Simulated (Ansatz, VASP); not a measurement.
# BAs: VASP beside Ansatz

Wanted: the spread between two codes on one cell, functional and k mesh. Of the first pair: The structure shown is the start of the Ansatz relaxation below; VASP solves that cell, so the two are compared at the walk's first step.

Calculated with Ansatz 0.2.0; plane waves, with VASP 6.6.1 beside it; single point at LDA.

### Step 1. The starting structure

The structure is trigonal, space group R3m (No. 160). The conventional cell has a = 3.212 Å, b = 3.212 Å, c = 8.259 Å, α = 90.00°, β = 90.00°, γ = 120.00°. Nearest to B lie 4 As at 1.99 to 2.04 Å. Nearest to As lie 4 B at 1.99 to 2.04 Å. Farther neighbours are not listed.

### Step 2. Ansatz: relaxation, LDA

Ansatz runs on its PAW soft_1 files.

The two programs are compared at the cell with which this relaxation starts, whose forces are those of its first step.

The input, input.yaml:

```yaml
crystal:
  lattice:
    - [0.075310951, 2.3465086572, 2.3465086572]
    - [2.3465086572, 0.075310951, 2.3465086572]
    - [2.3465086572, 2.3465086572, 0.075310951]
  atoms:
    - { symbol: B, position: [-0.0013372796, -0.0013372796, -0.0013372796] }
    - { symbol: As, position: [0.7513372796, 0.7513372796, 0.7513372796] }
  conventional_axes: [[-1, 1, 0], [0, -1, 1], [1, 1, 1]]
kpoints:
  mp_grid: { grid: [12, 12, 12] }
hamiltonian:
  xc: lda
  pseudopotentials: { kind: paw, azcp: { folder: soft_1 }, xc_functional: pbe }
scf:
  occupations: { method: gaussian, width: 0.02 }
output:
  forces: true
  stress: true
  eigenvalues: true
relax:
  adjacent_minimum: "off"
  f_tol: 0.001
  max_steps: 60
  cell: { stress_tol: 0.01, fix: [a, b, gamma] }
```

On the command line:

```bash
> ansatz run input.yaml --threads 4 --pin off --max-ram 10240MiB --backend cpu --events-out ev --progress --plain --runs-dir out
```

Numbers of over 12 decimals in the logs are rounded to 6 here.

The program printed:

```text
Engine: ansatz 0.2.0, x86_64-unknown-linux-gnu
Pseudopotentials: kind: paw
Pseudopotential: B, paw, valence charge 3, recommended cutoff 420 eV (normal), soft_1/B.paw.azcp
Pseudopotential: As, paw, valence charge 15, recommended cutoff 420 eV (normal), soft_1/As.paw.azcp
Functional definition: SPW92
  exchange = slater_x
  correlation = pw_c
Crystal: 2 atoms, lattice volume = 24.597 Å³
Basis set: ecut = 420 eV, 495 PW (Γ)
Bands: 13, of which v1, the nominal top of the filled ones, is band 9 counted from 1 (8 counted from 0)
Symmetry: 6 space group operations
Space group: R3m (ITA 160), of the structure as read, at distance tolerance 2.9e-5 Å
k-points: 189 of 1728 (time reversal used)
Non-local potential: B, projectors of the file, l = 0: 2, l = 1: 2, l = 2: 1
Non-local potential: As, projectors of the file, l = 0: 2, l = 1: 2, l = 2: 3, l = 3: 1
PAW form: soft (Blöchl's): semilocal exchange-correlation on the pseudo side does not see the compensation charge
PAW frozen core: B, regenerated for the run's functional, and the local potential with it (the file was generated under x = pbe(κ = 0.804, μ = 0.219515), c = pbe(β = 0.066725))
PAW frozen core: As, regenerated for the run's functional, and the local potential with it (the file was generated under x = pbe(κ = 0.804, μ = 0.219515), c = pbe(β = 0.066725))
PAW one-centre angular grid: B, 110 points (default); XC on 64 Gauss nodes
PAW one-centre angular grid: As, 590 points (default); XC on 64 Gauss nodes
Initial density: superposition of atomic densities (chi_scale 0.1, normalization cell, long waves kept (reshape's long-wave potential 0.00 eV rms))
Initial wavefunctions: pseudopotential atomic-orbital guess
Functional: x = slater, c = lda
SCF iter   1: F=—  HF=-4924.286589 eV  |F-HF|=—  |Δ(HF+E_count)|=         —  Δρ=8.98e-2  dr2=2.51e0  ethr=3.10e-3  ⟨swp⟩=5.7  Hψ=14054  notcnv=0
preconditioner: auto → none  [insulator: Δε(μ)=1.701 eV  Ē_g=13.304 eV  σ=0.020 eV  W_gap=1.00  n_scr=8 (ndim 8)  ℏωp=21.2 eV  f_vac=0.000  D(μ)=0.00/eV (n_scr^D=0)  ε∞_Penn≈3.5]
SCF iter   2: F=—  HF=-4923.468995 eV  |F-HF|=—  |Δ(HF+E_count)|=   8.18e-1  Δρ=2.65e-2  dr2=1.45e-1  ethr=3.10e-3  ⟨swp⟩=3.0  Hψ=5805  notcnv=0
SCF iter   3: F=—  HF=-4923.426107 eV  |F-HF|=—  |Δ(HF+E_count)|=   4.29e-2  Δρ=1.05e-2  dr2=1.79e-2  ethr=8.04e-4  ⟨swp⟩=2.8  Hψ=4613  notcnv=0
SCF iter   4: F=—  HF=-4923.421585 eV  |F-HF|=—  |Δ(HF+E_count)|=   4.52e-3  Δρ=1.81e-3  dr2=3.95e-4  ethr=9.97e-5  ⟨swp⟩=3.2  Hψ=4985  notcnv=0
SCF iter   5: F=—  HF=-4923.421515 eV  |F-HF|=—  |Δ(HF+E_count)|=   7.04e-5  Δρ=4.64e-4  dr2=1.83e-5  ethr=2.19e-6  ⟨swp⟩=2.0  Hψ=4243  notcnv=0
SCF iter   6: F=—  HF=-4923.421524 eV  |F-HF|=—  |Δ(HF+E_count)|=   9.20e-6  Δρ=5.17e-5  dr2=1.85e-7  ethr=1.02e-7  ⟨swp⟩=2.8  Hψ=4086  notcnv=0
SCF iter   7: F=-4923.421524 eV  HF=-4923.421524 eV  |F-HF|=6.05e-9  |Δ(HF+E_count)|=   7.55e-8  Δρ=5.92e-6  dr2=8.53e-9  ethr=5.56e-10  ⟨swp⟩=5.3  Hψ=11988  notcnv=0
SCF 1 converged in 7 iterations: F = -4923.421524 eV  dr2 = 8.53e-9
  greatest PAW one-centre occupation: 0.999 electrons in one spin orbital (limit 2), on the As atom at site 1 (counted from 0), in its partial waves of l = 2
relax step   1: F+E_penalty+E_count = -4923.42152378 eV  Δ(F+E_penalty+E_count) = +0.000e0 eV  max|allowed force component| = 7.705e-2 eV/Å  Δτ_max = 0.0000 Å  P = +12.902 GPa  Ω = 24.597 Å³  fix = [a, b, gamma]  reactions: a +18.970, b +18.970 GPa  (7 SCF iters, dr2 threshold 1.00e-7 eV, accepted)
[...]
relax step   2: F+E_penalty+E_count = -4923.42216257 eV  Δ(F+E_penalty+E_count) = -6.388e-4 eV  max|allowed force component| = 1.796e-2 eV/Å  Δτ_max = 0.0035 Å  P = +12.203 GPa  Ω = 24.680 Å³  energy of the carried Pulay correction = -5.805e-5 eV  fix = [a, b, gamma]  reactions: a +18.468, b +18.468 GPa  (4 SCF iters, dr2 threshold 2.00e-7 eV, accepted)
[...]
relax step   3: F+E_penalty+E_count = -4923.42219952 eV  Δ(F+E_penalty+E_count) = -3.695e-5 eV  max|allowed force component| = 6.206e-3 eV/Å  Δτ_max = 0.0005 Å  P = +12.244 GPa  Ω = 24.672 Å³  energy of the carried Pulay correction = -5.289e-5 eV  fix = [a, b, gamma]  reactions: a +18.441, b +18.441 GPa  (3 SCF iters, dr2 threshold 2.00e-7 eV, accepted)
[...]
relax step   4: F+E_penalty+E_count = -4923.42221041 eV  Δ(F+E_penalty+E_count) = -1.089e-5 eV  max|allowed force component| = 5.130e-5 eV/Å  Δτ_max = 0.0002 Å  P = +12.292 GPa  Ω = 24.665 Å³  energy of the carried Pulay correction = -4.780e-5 eV  fix = [a, b, gamma]  reactions: a +18.438, b +18.438 GPa  (3 SCF iters, dr2 threshold 5.56e-8 eV, accepted)
[...]
relax step   5: F+E_penalty+E_count = -4923.42225329 eV  Δ(F+E_penalty+E_count) = -4.288e-5 eV  max|allowed force component| = 6.959e-5 eV/Å  Δτ_max = 0.0000 Å  P = +12.295 GPa  Ω = 24.665 Å³  fix = [a, b, gamma]  reactions: a +18.440, b +18.440 GPa  stress off target by 4.75e-3 GPa on what of the cell is left free  SCF on the basis re-selected at this cell (its energy is not comparable with the rows above)  (5 SCF iters)
basis re-selected at this cell: Δ(F+E_penalty+E_count) = -4.288e-5 eV, ΔP = +0.003 GPa vs the last step (what re-selecting the basis moved, of the pressure what is left beyond the Pulay correction that the steps carried, after the strain that the cell walked since its last selection, with what the two solves' SCF thresholds leave and, on support functions, any second-order correction that the steps lacked; it is no m [...]
SCF converged after 5 iterations
Free energy (F): -4923.422253 eV
Harris-Foulkes:  -4923.422253 eV  (|F-HF|=9.09e-13)
Internal energy: -4923.422253 eV  (E = F + TS)
E sigma→0 (E₀):  -4923.422253 eV
Fermi energy:    12.572444 eV
--- Per-component energies (eV) ---
  E_band       = -199.898305
  E_kinetic    = 151.983336
  E_local      = -1873.280451  (includes V_loc(G=0)·N_el)
  E_nonlocal   = -379.856515
  E_hartree    = 1069.509234
  E_xc         = -104.742322
  E_vxc        = -114.986318  (∫ρ·V_xc dr)
  E_paw        = -2005.425940  (= ΣΔE_a)
  E_vpaw       = -122.776816  (= ΣTr[D̂ρ^β])
  E_aug_tail   = 0.000001  (compensation charges beyond the density's cutoff)
  E_ewald      = -1783.730661
  E_core_change = 2.121063  (= ΣΔE_core)
  E_smearing   = -0.000000  (= −TS)
  E_closure    = 0.000000  (closes the sum)
  Σ components = -4923.422253   (vs F -4923.422253, Δ=0.00e0)
--- Forces (eV/Å), atoms counted from 1 ---
  atom   1  B      0.00006955     0.00006955     0.00006955
  atom   2  As    -0.00006963    -0.00006963    -0.00006963
  max |Σ_I F_I| component: 7.96e-8 eV/Å
--- Stress (GPa, compression-positive) ---
       12.295147      -6.145198      -6.145198
       -6.145198      12.295147      -6.145198
       -6.145198      -6.145198      12.295147
  P = ⅓ Tr σ = 12.2951 GPa (122.951 kbar)
--- Band table (eV; the first three rows and the last of 189) ---
  k-point 0: bands = [... 5 lower, -4.3089, 11.6113, 12.2289, 12.2289, 14.6980, 15.7024, 15.7024, 18.1738]
  k-point 1: bands = [... 5 lower, -4.1809, 11.0786, 11.4721, 11.9615, 15.0079, 15.8653, 16.0269, 18.6906]
  k-point 2: bands = [... 5 lower, -3.8002, 9.0918, 10.9308, 11.4053, 15.4057, 16.1165, 16.6583, 19.7142]
  k-point 188: bands = [... 5 lower, -1.4703, 2.4482, 10.4364, 10.4364, 16.0691, 17.2514, 17.2514, 21.2476]
--- Relaxed structure (4 steps of the walk, 4 accepted, 1 SCFs on fresh bases) ---
  F+E_penalty+E_count = -4923.42225329 eV   max|allowed force component| = 6.959e-5 eV/Å   (the final SCF, on the basis selected at the relaxed cell)
  cell:  # Å, volume = 24.6651 Å³
    - [0.079735, 2.350933, 2.350933]
    - [2.350933, 0.079735, 2.350933]
    - [2.350933, 2.350933, 0.079735]
  atoms:
    - { symbol: B, position: [-0.00185286, -0.00185286, -0.00185286] }
    - { symbol: As, position: [0.751853, 0.751853, 0.751853] }
```

The column dr2 measures how far the density is from self-consistency, as an energy; F and HF (Harris–Foulkes) agree once it is small.

### Step 3. VASP: single point, LDA, start cell, pair 1

The same cell, functional (in two slightly different forms), mesh and smearing now go to VASP, with its own data sets.

Lines of VASP's logs that name or quote its potential files are left out, and so is its time.

The input, INCAR:

```
SYSTEM = BAs
PREC = Accurate
ENCUT = 420
EDIFF = 1E-06
NELM = 120
ISMEAR = 0
SIGMA = 0.02
LREAL = .FALSE.
ALGO = Normal
GGA = PW92
NBANDS = 10
LORBIT = 11
LWAVE = .FALSE.
LCHARG = .FALSE.
ISIF = 2
LASPH = .TRUE.
GGA_COMPAT = .FALSE.
EFERMI = MIDGAP
KPAR = 2
```

The input, POSCAR:

```
BAs
1.0
    0.0753110000      2.3465090000      2.3465090000
    2.3465090000      0.0753110000      2.3465090000
    2.3465090000      2.3465090000      0.0753110000
B As
1 1
Direct
    0.9986626342      0.9986626342      0.9986626342
    0.7513372085      0.7513372085      0.7513372085
```

The input, KPOINTS:

```
Automatic mesh
0
Gamma
12 12 12
0 0 0
```

The projector-augmented-wave data sets are B and As (LDA family, release 64).

On the command line:

```bash
> mpirun -np 2 vasp_std
```

The program printed:

```text
[banner, memory and clock lines left out]
running    2 mpi-ranks, on    1 nodes
 distrk:  each k-point on    1 cores,    2 groups
 distr:  one band on    1 cores,    1 groups

 POSCAR found type information on POSCAR B As
 POSCAR found :  2 types and       2 ions
|                                                                             |
|               ----> ADVICE to this user running VASP <----                  |
|                                                                             |
|     You enforced a specific xc type in the INCAR file but a different       |
|     [... a line on the potential file left out ...]
|     I HOPE YOU KNOW WHAT YOU ARE DOING!                                     |
|                                                                             |

 LDA part: xc-table for (Slater(with rela. corr.)+PW92), standard interpolation
 POSCAR, INCAR and KPOINTS ok, starting setup
 FFT: planning ... GRIDC
 FFT: planning ... GRID_SOFT
 FFT: planning ... GRID
 WAVECAR not read
 entering main loop
       N       E                     dE             d eps       ncg     rms          rms(c)
DAV:   1     0.779788096396E+01    0.77979E+01   -0.34486E+03  3788   0.600E+02
DAV:   2    -0.132530140368E+02   -0.21051E+02   -0.20081E+02  5108   0.994E+01
DAV:   3    -0.137652364711E+02   -0.51222E+00   -0.51141E+00  4484   0.154E+01
DAV:   4    -0.137663272941E+02   -0.10908E-02   -0.10908E-02  4556   0.826E-01
DAV:   5    -0.137663289319E+02   -0.16378E-05   -0.16378E-05  4430   0.314E-02    0.583E+00
DAV:   6    -0.129273751982E+02    0.83895E+00   -0.21277E+00  4084   0.666E+00    0.274E+00
DAV:   7    -0.128155519082E+02    0.11182E+00   -0.29181E-01  4560   0.287E+00    0.957E-01
DAV:   8    -0.128008499334E+02    0.14702E-01   -0.27783E-02  4184   0.944E-01    0.117E-01
DAV:   9    -0.128008766236E+02   -0.26690E-04   -0.77270E-04  4380   0.194E-01    0.672E-02
DAV:  10    -0.128008777240E+02   -0.11003E-05   -0.89434E-05  4074   0.565E-02    0.145E-02
DAV:  11    -0.128008789831E+02   -0.12591E-05   -0.21767E-06  4414   0.108E-02    0.139E-02
DAV:  12    -0.128008788985E+02    0.84622E-07   -0.46749E-07  2306   0.345E-03
   1 F= -.12800879E+02 E0= -.12800879E+02  d E =-.536373-158
```

From OUTCAR (step 3):

```text
ion  position               nearest neighbor table
   1  0.999  0.999  0.999-   2 1.99   2 1.99   2 1.99   2 2.04
   2  0.751  0.751  0.751-   1 1.99   1 1.99   1 1.99   1 2.04

  LATTYP: Found a trigonal (rhomboedric) cell.
 ALAT       =     3.3193193159
 COS(alpha) =     0.5318210021

 Subroutine GETGRP returns: Found  6 space group operations
 (whereof  6 operations were pure point group operations)

The static configuration has the point symmetry C_3v.

 Found    189 irreducible k-points:

   k-points           NKPTS =    189   k-points in BZ     NKDIM =    189   number of bands    NBANDS=     10

   dimension x,y,z NGX =    24 NGY =   24 NGZ =   24
   dimension x,y,z NGXF=    48 NGYF=   48 NGZF=   48

   ENCUT  =  420.0 eV  30.87 Ry    5.56 a.u.   5.55  5.55  5.55*2*pi/ulx,y,z

   NELECT =       8.0000    total number of electrons

 k-points in reciprocal lattice and weights: Automatic mesh
   0.00000000  0.00000000  0.00000000       0.001
   0.08333333  0.00000000 -0.00000000       0.003
   0.16666667 -0.00000000 -0.00000000       0.003
   0.25000000  0.00000000 -0.00000000       0.003
   0.33333333  0.00000000  0.00000000       0.003
   0.41666667 -0.00000000  0.00000000       0.003
   0.50000000  0.00000000 -0.00000000       0.002
   0.08333333  0.08333333 -0.00000000       0.003
   0.16666667  0.08333333 -0.00000000       0.007
[...]
-0.41666667  0.50000000  0.41666667       0.003
   0.50000000  0.50000000  0.50000000       0.001

 average (electrostatic) potential at core
       1 -30.6243       2 -50.9031

 E-fermi :   7.9029

 k-point     1 :       0.0000    0.0000    0.0000
  band No.  band energies     occupation
      1      -8.9849      2.00000
      2       7.0336      2.00000
      3       7.5266      2.00000
      4       7.5266      2.00000
      5      10.0412      0.00000
      6      11.0541      0.00000
      7      11.0541      0.00000
      8      13.5864      0.00000
      9      17.3414      0.00000
    ...

 k-point     2 :       0.0833    0.0000   -0.0000
  band No.  band energies     occupation
      1      -8.8566      2.00000
      2       6.4176      2.00000
      3       6.8509      2.00000
      4       7.2606      2.00000
      5      10.3577      0.00000
      6      11.2233      0.00000
      7      11.3804      0.00000
      8      14.0845      0.00000
      9      17.8867      0.00000
    ...

 k-point     3 :       0.1667   -0.0000   -0.0000
  band No.  band energies     occupation
      1      -8.4750      2.00000
      2       4.4080      2.00000
      3       6.3233      2.00000
      4       6.7057      2.00000
      5      10.7737      0.00000
      6      11.4706      0.00000
      7      12.0201      0.00000
      8      15.0823      0.00000
      9      18.4722      0.00000
    ...

  Total        2.1685046      2.1685046      2.1685046     -0.9390410     -0.9390410     -0.9390410
  in kB      141.2520394    141.2520394    141.2520394    -61.1672485    -61.1672485    -61.1672485
  external PRESSURE =     141.2520394 kB  Pullay stress =       0.0000000 kB

  energy-cutoff  :      420.00
  volume of cell :       24.60
      direct lattice vectors                 reciprocal lattice vectors
     0.075311000  2.346509000  2.346509000    -0.223625153  0.216671113  0.216671113
     2.346509000  0.075311000  2.346509000     0.216671113 -0.223625153  0.216671113
     2.346509000  2.346509000  0.075311000     0.216671113  0.216671113 -0.223625153

 POSITION                                       TOTAL-FORCE (eV/Angst)
 -----------------------------------------------------------------------------------
      4.76195      4.76195      4.76195        -0.087717     -0.087717     -0.087717
      3.58262      3.58262      3.58262         0.087717      0.087717      0.087717
 -----------------------------------------------------------------------------------
    total drift:                                0.000045      0.000045      0.000045

  FREE ENERGIE OF THE ION-ELECTRON SYSTEM (eV)
  ---------------------------------------------------
  free  energy   TOTEN  =       -12.8008788985 eV

  energy  without entropy=      -12.8008788985  energy(sigma->0) =      -12.80087890

 total charge
# of ion       s       p       d       tot
------------------------------------------
    1        0.668   1.298   0.000   1.967
    2        1.178   1.762   0.109   3.049
--------------------------------------------------
tot          1.846   3.061   0.109   5.016

[... 3 further parts left out ...]
```

The run ends at a pressure of 14.13 GPa, with forces up to 0.15 eV/Å.

### Step 4. Side by side

Known differences besides the potentials themselves: the data sets hold 18 valence electrons in Ansatz (on its PAW soft_1 files) and 8 in VASP; VASP's log shows a relativistic correction to its local exchange, Ansatz's none. Total energies have different zeros and are not compared.

Forces (eV/Å; atoms numbered as in POSCAR):

| atom | Ansatz x, y, z | VASP x, y, z |
| --- | --- | --- |
| B1 | -0.077, -0.077, -0.077 | -0.088, -0.088, -0.088 |
| As2 | 0.077, 0.077, 0.077 | 0.088, 0.088, 0.088 |

The forces differ by 11 meV/Å r.m.s., which is 12.2 % of the r.m.s. force of 0.088 eV/Å (both taken over all components).

### Step 5. Ansatz: relaxation, LDA

This run makes the geometry at which the two programs are then compared. The cell compared in this pair holds 24.67 Å³, against 24.60 Å³ for the pair before.

The structure compared here is the end of the Ansatz relaxation.

input.yaml is that of step 2.

On the command line:

```bash
> ansatz run input.yaml --threads 4 --pin off --max-ram 10240MiB --backend cpu --events-out ev --progress --plain --runs-dir out
```

The program printed:

```text
[...]
Crystal: 2 atoms, lattice volume = 24.597 Å³
Basis set: ecut = 420 eV, 495 PW (Γ)
Bands: 13, of which v1, the nominal top of the filled ones, is band 9 counted from 1 (8 counted from 0)
Symmetry: 6 space group operations
[...]
k-points: 189 of 1728 (time reversal used)
[...]
k-point 188: bands = [... 5 lower, -1.4703, 2.4482, 10.4364, 10.4364, 16.0691, 17.2514, 17.2514, 21.2476]
--- Relaxed structure (4 steps of the walk, 4 accepted, 1 SCFs on fresh bases) ---
[...]
cell:  # Å, volume = 24.6651 Å³
    - [0.079735, 2.350933, 2.350933]
    - [2.350933, 0.079735, 2.350933]
    - [2.350933, 2.350933, 0.079735]
  atoms:
    - { symbol: B, position: [-0.00185286, -0.00185286, -0.00185286] }
    - { symbol: As, position: [0.751853, 0.751853, 0.751853] }
[key lines of the parts left out:]
SCF converged after 5 iterations
Free energy (F): -4923.422253 eV
Fermi energy:    12.572444 eV
P = ⅓ Tr σ = 12.2951 GPa (122.951 kbar)
```

(Continued in part 2 of 2.)

[Lines on the potential files, build, host, timing and source positions are cut from VASP's logs without a mark.]

[Logs are printed without paths, hosts, clocks, repeated set-up lines and the standing remarks that a program may print on its own settings, such as how far it seeks lower states.]

[Hosts, paths, dates, database ids (printed as entryN), source tags and the programs' standing remarks are cut or masked in the printed files.]
